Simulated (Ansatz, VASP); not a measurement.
**Two plane-wave programs on Ti**

```
CELL_PARAMETERS angstrom
0.00000 2.01638 2.01638
2.01638 0.00000 2.01638
2.01638 2.01638 0.00000
ATOMIC_POSITIONS crystal
Ti 0.00000 0.00000 0.00000
```

Change from the starting cell: volume scaled by 0.98.

Alike in both runs: task single point; functional PBE; k mesh 11 × 11 × 11; occupations fermi-dirac, width 0.05 eV; no spin polarisation.

|  | VASP | Ansatz |
| --- | --- | --- |
| version | VASP 6.6.1 | Ansatz 0.2.0 |
| potentials or method | VASP PAW PBE potentials, release 64 (Ti_sv) | Ansatz PAW |
| plane-wave cutoff (eV) | 520 | 420 |
| valence electrons in the cell | 12 | 12 |

VASP gave:

* gap on the k mesh at the Fermi level (eV): none
* pressure (GPa): 6.3

Question: Which values does Ansatz return?

Answer: gap on the k mesh at the Fermi level (eV): none; pressure (GPa): 6.7.

A gap of «none» marks a metal or a gap that the smearing closes. The functional is the same, so the differences come from potentials, cutoffs and numerics.
